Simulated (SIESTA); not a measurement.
Wanted: the native input for a SIESTA 5.4.2 run.

| Property | Result |
| --- | --- |
| Task | band structure |
| Functional | BLYP |
| Potentials or basis | PseudoDojo 0.4 standard (PBE files) |
| Basis | DZP (energy shift 0.003 Ry; two zetas on semicore shells) |
| Grid cutoff | 800 Ry |
| Energy shift | 0.003 Ry |
| k mesh | 8 × 8 × 5 |
| Occupations | fermi-dirac, width 0.05 eV |
| Spin | no spin polarisation |

The system is HfO2.

```
Hf O
1.0
     3.55802    0.00000    0.00000
     0.00000    3.55802    0.00000
     0.00000    0.00000    5.17186
Hf O
2 4
Direct
  0.00000 0.00000 0.00000
  0.50000 0.50000 0.50000
  0.00000 0.50000 0.19721
  0.50000 0.00000 0.30279
  0.50000 0.00000 0.80279
  0.00000 0.50000 0.69721
```

Measurements of this composition are mostly on another form, of space group No. 14.

These files were run (other wordings do the same):

HfO2.fdf

```
SystemName                      HfO2
SystemLabel                     HfO2
NumberOfSpecies                 2
NumberOfAtoms                   6
%block ChemicalSpeciesLabel
  1  72 Hf
  2   8 O
%endblock ChemicalSpeciesLabel

LatticeConstant                 1.0 Ang
%block LatticeVectors
     3.5580193300     0.0000000000     0.0000000000
     0.0000000000     3.5580193300     0.0000000000
     0.0000000000     0.0000000000     5.1718612100
%endblock LatticeVectors
AtomicCoordinatesFormat         Fractional
%block AtomicCoordinatesAndAtomicSpecies
     0.0000000000     0.0000000000     0.0000000000  1  Hf
     0.5000000000     0.5000000000     0.5000000000  1  Hf
     0.0000000000     0.5000000000     0.1972078800  2  O
     0.5000000000     0.0000000000     0.3027921200  2  O
     0.5000000000     0.0000000000     0.8027921200  2  O
     0.0000000000     0.5000000000     0.6972078800  2  O
%endblock AtomicCoordinatesAndAtomicSpecies

%block kgrid.MonkhorstPack
    8   0   0  0.0
    0   8   0  0.0
    0   0   5  0.0
%endblock kgrid.MonkhorstPack
XC.Functional                   GGA
XC.Authors                      BLYP
PAO.BasisSize                   DZP
PAO.EnergyShift                 0.003 Ry
Mesh.Cutoff                     800 Ry
OccupationFunction              FD
ElectronicTemperature           0.05 eV
MaxSCFIterations                120
SCF.MustConverge                false
SCF.Mixer.Method                Pulay
SCF.Mixer.Weight                0.25
SCF.Mixer.History               8
SCF.DM.Tolerance                5.0e-05
SCF.H.Tolerance                 1.0e-03 eV
WriteForces                     true
Charge.Mulliken                 end
BandLinesScale                  ReciprocalLatticeVectors
%block BandLines
    1    0.000000   0.000000   0.000000  \Gamma
    9    0.000000   0.500000   0.000000  X
    9    0.500000   0.500000   0.000000  M
   13    0.000000   0.000000   0.000000  \Gamma
    6    0.000000   0.000000   0.500000  Z
    9    0.000000   0.500000   0.500000  R
    9    0.500000   0.500000   0.500000  A
   13    0.000000   0.000000   0.500000  Z
    1    0.000000   0.500000   0.000000  X
    6    0.000000   0.500000   0.500000  R
    1    0.500000   0.500000   0.000000  M
    6    0.500000   0.500000   0.500000  A
%endblock BandLines
%block PAO.Basis
  Hf 5
  n=5 0 2
    3.247 0.000
  n=6 0 2
    8.114 0.000
  n=5 1 2
    3.937 0.000
  n=6 1 1
    8.114
  n=5 2 2
    7.842 0.000
%endblock PAO.Basis
```

Potentials or basis: PseudoDojo 0.4 standard (PBE files), DZP (energy shift 0.003 Ry; two zetas on semicore shells).

Command:

```sh
$ siesta HfO2.fdf > HfO2.out 2>&1
```

It gave:

```yaml
Pressure: 19.9 GPa
Largest_force: 0.309 eV/Å
Band_gap_on_the_k_mesh: 4.58 eV, indirect (least direct gap 4.65 eV)
Band_gap_along_the_path: 4.58 eV, indirect (least direct gap 4.65 eV)
```

Caveat: short orbitals over semicore shells can move pressures by several GPa; the potentials were made for another functional, which shifts forces and pressure; spin-orbit coupling is left out, which moves the levels of the heavy elements; the basis of atomic orbitals isn't converged, which shifts pressures, moduli and gaps.

It took 110 s on 1 thread of AMD EPYC 9R45 96-Core Processor (Zen 5), on a shared host, peak memory 0.53 GiB.
